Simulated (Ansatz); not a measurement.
Crystal: Ru.

```
CELL_PARAMETERS angstrom
2.70580 0.00000 0.00000
-1.35290 2.34329 0.00000
0.00000 0.00000 4.28190
ATOMIC_POSITIONS crystal
Ru 0.66667 0.33333 0.75000
Ru 0.33333 0.66667 0.25000
```

* Program: Ansatz 0.2.0
* Task: relaxation of cell and atoms
* Functional: PBEsol
* Potentials or basis: Ansatz PAW
* Cutoff: 420 eV (not typed: the program's choice for these potentials)
* k mesh: 11 × 11 × 6
* Occupations: fermi-dirac, width 0.05 eV
* Spin: no spin polarisation

At the start: volume 13.57 Å³/atom.

Problem. Where does the relaxation end?

Solution. It ends after 4 steps and the volume is 13.32 Å³/atom (-1.9 %); space group P6_3/mmc (No. 194, to 0.05 Å).

Step by step:
```
step  energy change (eV)  largest force (eV/Å)  volume (Å³)
   1              0.0000                0.0000        27.15
   2             -0.0101                0.0000        26.66
   3             -0.0101                0.0000        26.65
   4             -0.0099                0.0000        26.65
```

Final structure:
```
CELL_PARAMETERS angstrom
2.68931 0.00000 0.00000
-1.34466 2.32901 0.00000
0.00000 0.00000 4.25415
ATOMIC_POSITIONS crystal
Ru 0.66667 0.33333 0.75000
Ru 0.33333 0.66667 0.25000
```

Caveat: the plane-wave basis is chosen anew once the cell has moved, so the energies of steps on either side of that aren't comparable; the PAW data sets come from PBE, with cores solved anew for the run's functional, which leaves a small shift of forces and pressure.
